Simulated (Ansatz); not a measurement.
# Guessed and relaxed cells of As

A trial structure of As was built thus: random cell by space group and Wyckoff sites (Fddd, No. 70). Lengths were set from tabulated atomic sizes, so they are only a guess.

start:

Space group Fddd:1 (No. 70). a = 4.811 Å, b = 5.366 Å, c = 6.852 Å, α = 90.00°, β = 90.00°, γ = 90.00°
```json
{"atom": "As", "site": "8a", "symmetry": "222", "x": "0.0000", "y": "0.0000", "z": "0.0000"}
```

Theory: DFT PBE, scalar-relativistic, plane waves, PAW (Ansatz). Cutoff 420 eV, Gaussian smearing, Γ-centred meshes. Cell and atoms relax first on a coarse mesh and then on a finer one. In between, the cell is made exact in the group found at 0.06 Å. In metals the finer mesh still leaves noise of several meV/atom or more. The steps can't lower the symmetry of their start. No spin polarisation.

end:

Space group Fddd:1 (No. 70). a = 4.677 Å, b = 6.087 Å, c = 7.064 Å, α = 90.00°, β = 90.00°, γ = 90.00°
```json
{"atom": "As", "site": "8a", "symmetry": "222", "x": "0.0000", "y": "0.0000", "z": "0.0000"}
```

The symmetry stays Fddd (No. 70). The volume per atom grows by 13.7 %, from 22.1 to 25.1 Å³. The shortest distance goes from 2.49 Å (As–As) to 2.61 Å (As–As). The energy falls by about 0.10 eV/atom (the start's value is from the coarse mesh).

* Volume per atom: 25.14 Å³
* Density: 4.95 g/cm³
* Energy over the standard state: +0.27 eV/atom
* Gap on the 16×16×16 mesh of the 2-atom cell: 0 eV (a metal)

Energies count from the standard state of As at the same level. So it is a metastable form at best.

The last run used Gaussian smearing of 0.10 eV. The reference form of As is held partly by dispersion forces, which this level lacks. Symmetry constrained the relaxation, so the result can be a saddle point. In all, the 3 runs took 3.7 min on 1 thread of Arm Neoverse V2, with other jobs on the host.
